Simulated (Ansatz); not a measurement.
# Ge: the cost of one run

Program: Ansatz 0.2.0. Level of theory: DFT PBE, scalar-relativistic, plane waves, PAW. These are calculated values, not measurements.

3 further runs of the same task are left out: 3 set aside as unsound or not needed.

## 1. Starting point

The structure is cubic, space group Fd-3m (No. 227). Conventional cell: a = 5.761 Å, b = 5.761 Å, c = 5.761 Å, α = 90.00°, β = 90.00°, γ = 90.00°. Around Ge (site symmetry -43m) lie 4 Ge at 2.49 Å.

As a file:

```xyz
4
Lattice="0.0000 -2.8805 -2.8805 0.0000 2.8805 -2.8805 5.7611 0.0000 0.0000" Properties=species:S:1:pos:R:3 pbc="T T T"
Ge    0.0000    0.0000   -2.8805
Ge    2.8805    0.0000    0.0000
Ge    1.4403    1.4403   -1.4403
Ge    4.3208   -1.4403   -1.4403
```

It is built from the cell relaxed beforehand with the same method (23.90 Å³/atom).

## 2. Zero of energy

The cell is repeated 2 times, 4 atoms in all. Reference values: F = -17179.9305 eV; pressure 0.04 GPa; largest force 0.000 eV/Å; gap on the mesh none (metal). It was computed beforehand with the settings of the runs below.

## 3. The disturbance

All atoms moved at random, sigma 0.05 Å a component. Displacements in the unstrained cell, with the mean shift removed:

| atom | ux (Å) | uy (Å) | uz (Å) |
| --- | --- | --- | --- |
| Ge1 | -0.015 | 0.054 | 0.002 |
| Ge2 | 0.101 | -0.046 | -0.043 |
| Ge3 | -0.020 | 0.042 | 0.017 |
| Ge4 | -0.067 | -0.050 | 0.024 |

## 4. Single point of the disturbed structure

Contents of input.yaml:

```yaml
crystal:
  lattice:
    - [0.0, -2.8805347711, -2.8805347711]
    - [0.0, 2.8805347711, -2.8805347711]
    - [5.7610695423, 0.0, 0.0]
  atoms:
    - { symbol: Ge, position: [0.4902370832, 0.5091098412, -0.0025463174] }
    - { symbol: Ge, position: [0.0154116929, -0.0005510659, 0.5175676037] }
    - { symbol: Ge, position: [-0.0102696425, 0.5043289007, 0.2465530308] }
    - { symbol: Ge, position: [0.5046208664, -0.012887676, 0.7384256829] }
basis:
  ecutwfc: 420
kpoints:
  mp_grid: { grid: [8, 8, 6] }
hamiltonian:
  xc: pbe
scf:
  occupations: { method: gaussian, width: 0.15 }
output:
  forces: true
  stress: true
  eigenvalues: true
```

Launch:

```console
> ansatz run input.yaml --threads 2 --pin off --max-ram 5120MiB --backend cpu --events-out ev --progress --plain --runs-dir out
```

**Question.** How long does this run take on 2 threads of Arm Neoverse V2, shared host, and how much memory does it need?

About 25 s, with a peak of 0.66 GiB.
